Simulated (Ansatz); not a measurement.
**LaAlO3: pressure series**

The reference is LaAlO$_{3}$ in the cubic perovskite structure (space group Pm-3m, No. 221; a = 3.812 Å).

Cell and atoms are relaxed at each pressure.

The values are results of PBE in Ansatz (plane waves to 420 eV, PAW, no spin-orbit coupling), earlier PAW set, not measurements.

```tsv
P (GPa)	V (Å³/atom)
-2.00	11.199
-1.00	11.139
3.00	10.914
7.00	10.711
15.00	10.355
30.00	9.818
75.00	8.744
100.00	8.330
```

A third-order Birch–Murnaghan fit to these points gives V₀ = 11.08 Å³/atom, B₀ = 193 GPa and B₀′ = 4.2. At pressure 100 GPa the volume is 75.2 % of V₀.

Between the base and pressure 15 GPa the gap moves from 3.50 eV to 3.63 eV, a mean slope of 8.4 meV/GPa.

Load acts through the strain it causes; cell and atoms are relaxed under it. No phonon test of stability was made. Competing high-pressure phases were not computed. Many cubic perovskites are stable only at high temperature; tilts and polar distortions were not tested.

Ansatz is a quantum-chemistry and plane-wave program.
